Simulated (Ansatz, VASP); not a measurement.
Two plane-wave programs on C

```xyz
1
Lattice="4.2552 0.0000 0.0000 0.0000 4.2552 0.0000 0.0000 0.0000 1.2823" Properties=species:S:1:pos:R:3 pbc="T T T"
C     2.1276    2.1276    0.6411
```

The cell was built by a generator and needn't be a form met in nature.

Alike in both runs: task relaxation of cell and atoms; functional PBE; k mesh 6 × 6 × 20; occupations fermi-dirac, width 0.05 eV; no spin polarisation.

|  | VASP | Ansatz |
| --- | --- | --- |
| version | VASP 6.6.1 | Ansatz 0.2.0 |
| potentials or method | VASP PAW PBE potentials, release 64 (C) | Ansatz PAW |
| plane-wave cutoff (eV) | 600 | 420 |
| valence electrons in the cell | 4 | 4 |

|  | VASP | Ansatz | Ansatz less VASP |
| --- | --- | --- | --- |
| gap on the k mesh at the Fermi level, each at its own relaxed structure (eV) | none | none | - |
| relaxed volume (Å³/atom) | 15.44 | 15.75 | +0.309 |
| relaxed cell length with the largest relative difference (Å) | 3.469 | 3.502 | +0.0334 |
| energy change over the relaxation (meV/atom) | -30 | -23 | +6.9 |

A gap of «none» marks a metal or a gap that the smearing closes.

Caveats: the volume moved by over 15 % at a fixed basis, so the end points are rough; the plane-wave basis is chosen anew once the cell has moved, so the energies of steps on either side of that aren't comparable (Ansatz); the pressure holds a Pulay correction of +0.4 GPa for the finite cutoff (Ansatz).
